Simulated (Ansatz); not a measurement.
**Band table of LiH**

```
Li H
1.0
     0.00000    2.00349    2.00349
     2.00349    0.00000    2.00349
     2.00349    2.00349    0.00000
Li H
1 1
Direct
  0.00000 0.00000 0.00000
  0.50000 0.50000 0.50000
```

Atoms are numbered in the order listed.

The structure comes from a relaxation in the same program, started in the rocksalt type, and has space group Fm-3m. Whether it is a known phase or the ground state wasn't checked.

Theory: Ansatz 0.2.0, DFT, PBE, all-electron LAPW, scalar-relativistic.

The runs use a Γ-centred 14×14×14 k mesh, Fermi–Dirac smearing of 0.08 eV, basis error target 1 meV/atom, no spin polarisation.

Path points, in fractions of the reciprocal vectors: Γ (0.000, 0.000, 0.000), X (0.500, 0.000, 0.500), U (0.625, 0.250, 0.625), K (0.375, 0.375, 0.750), L (0.500, 0.500, 0.500), W (0.500, 0.250, 0.750). Levels in eV from the valence-band top; bands 2 to 4, counted from the lowest band of the run. The gap is 2.98 eV, direct at X (0.5, 0, 0.5).

```
# k(1/Å) point b2 b3 b4
0.000 Γ -5.44 16.10 17.89
0.112 - -5.41 15.88 17.60
0.224 - -5.32 15.36 16.92
0.336 - -5.17 14.68 16.09
0.448 - -4.95 13.85 15.25
0.560 - -4.67 12.86 14.44
0.672 - -4.32 11.70 13.70
0.784 - -3.91 10.44 13.04
0.896 - -3.42 9.11 12.46
1.008 - -2.87 7.79 11.96
1.120 - -2.26 6.50 11.55
1.232 - -1.59 5.29 11.23
1.344 - -0.90 4.21 11.00
1.456 - -0.28 3.35 10.87
1.568 X 0.00 2.98 10.82
1.608 - 0.00 2.99 10.76
1.647 - -0.01 3.01 10.59
1.687 - -0.01 3.04 10.34
1.726 - -0.03 3.08 10.06
1.766 - -0.04 3.13 9.75
1.806 - -0.06 3.19 9.45
1.845 - -0.09 3.27 9.14
1.885 - -0.12 3.36 8.85
1.924 - -0.16 3.46 8.58
1.964 - -0.21 3.57 8.33
2.004 - -0.27 3.69 8.10
2.043 - -0.34 3.83 7.90
2.083 - -0.42 3.97 7.72
2.122 U -0.51 4.13 7.58
2.191 - -0.56 4.24 7.48
2.260 - -0.62 4.38 7.31
2.328 - -0.67 4.56 7.10
2.397 - -0.72 4.77 6.87
2.465 - -0.75 4.97 6.63
2.534 - -0.77 5.14 6.44
2.603 - -0.78 5.22 6.36
2.671 - -0.77 5.14 6.44
2.740 - -0.75 4.97 6.63
2.808 - -0.72 4.77 6.87
2.877 - -0.67 4.56 7.10
2.946 - -0.62 4.38 7.31
3.014 - -0.56 4.24 7.48
3.083 K -0.51 4.13 7.58
3.201 - -0.86 4.68 7.31
3.320 - -1.29 5.32 7.30
3.439 - -1.79 6.08 7.52
3.558 - -2.32 6.93 7.93
3.677 - -2.85 7.88 8.51
3.795 - -3.36 8.94 9.23
3.914 - -3.82 10.07 10.08
4.033 - -4.24 11.00 11.32
4.152 - -4.60 12.00 12.63
4.271 - -4.90 13.06 13.99
4.389 - -5.14 14.12 15.35
4.508 - -5.30 15.10 16.61
4.627 - -5.41 15.83 17.55
4.746 Γ -5.44 16.10 17.89
4.843 - -5.42 15.91 17.72
4.940 - -5.35 15.34 17.29
5.037 - -5.24 14.42 16.81
5.134 - -5.08 13.30 16.34
5.231 - -4.88 12.09 15.89
5.328 - -4.65 10.89 15.47
5.425 - -4.37 9.72 15.08
5.522 - -4.07 8.63 14.72
5.619 - -3.75 7.62 14.41
5.716 - -3.43 6.73 14.15
5.813 - -3.13 5.98 13.94
5.910 - -2.87 5.40 13.79
6.007 - -2.69 5.03 13.70
6.104 L -2.63 4.91 13.67
6.183 - -2.61 4.91 13.50
6.262 - -2.55 4.92 13.02
6.341 - -2.45 4.94 12.30
6.421 - -2.32 4.97 11.46
6.500 - -2.15 5.01 10.58
6.579 - -1.95 5.04 9.70
6.658 - -1.71 5.08 8.86
6.737 - -1.46 5.12 8.05
6.817 - -1.19 5.16 7.31
6.896 - -0.91 5.20 6.65
6.975 - -0.65 5.23 6.09
7.054 - -0.43 5.25 5.65
7.133 - -0.28 5.27 5.37
7.213 W -0.23 5.27 5.27
7.269 - -0.23 4.96 5.61
7.325 - -0.22 4.67 5.97
7.381 - -0.20 4.40 6.35
7.437 - -0.19 4.15 6.75
7.493 - -0.17 3.93 7.17
7.549 - -0.14 3.73 7.61
7.605 - -0.12 3.56 8.06
7.661 - -0.09 3.41 8.54
7.717 - -0.07 3.28 9.02
7.773 - -0.04 3.17 9.50
7.829 - -0.03 3.09 9.96
7.885 - -0.01 3.03 10.38
7.941 - 0.00 3.00 10.70
7.997 X 0.00 2.98 10.82
```
